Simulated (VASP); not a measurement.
The system is HgTe (Coloradoite).

```
CELL_PARAMETERS angstrom
0.00000 3.21450 3.21450
3.21450 0.00000 3.21450
3.21450 3.21450 0.00000
ATOMIC_POSITIONS crystal
Hg 0.00000 0.00000 0.00000
Te 0.75000 0.75000 0.75000
```

| Property | Result |
| --- | --- |
| Program | VASP 6.6.1 |
| Task | relaxation of cell and atoms |
| Functional | optB88-vdW |
| Potentials or basis | VASP PAW PBE potentials, release 64 (Hg, Te) |
| Cutoff | 600 eV |
| k mesh | 7 × 7 × 7 |
| Occupations | fermi-dirac, width 0.05 eV |
| Spin | no spin polarisation |

At the start: pressure 4.5 GPa; volume 33.22 Å³/atom.

Q: How do energy, volume and symmetry change on relaxing?

A: Over 3 steps the energy falls by 42.1 meV/atom and the volume is 36.54 Å³/atom (+10.0 %); space group F-43m (No. 216, to 0.05 Å).

The path:
```tsv
step	energy change (eV)	largest force (eV/Å)	pressure (GPa)	volume (Å³)
1	0.0000	0.0000	4.45	66.43
2	-0.0744	0.0000	-1.15	75.71
3	-0.0843	0.0000	0.01	73.08
```

Final structure:
```
Hg Te
1.0
     0.00000    3.31838    3.31838
     3.31838    0.00000    3.31838
     3.31838    3.31838    0.00000
Hg Te
1 1
Direct
  0.00000 0.00000 0.00000
  0.75000 0.75000 0.75000
```

Caveat: the PAW data sets were made with another functional, which shifts forces and pressure a little; the volume moved by +10 % from the deposited cell, more than functionals usually miss.
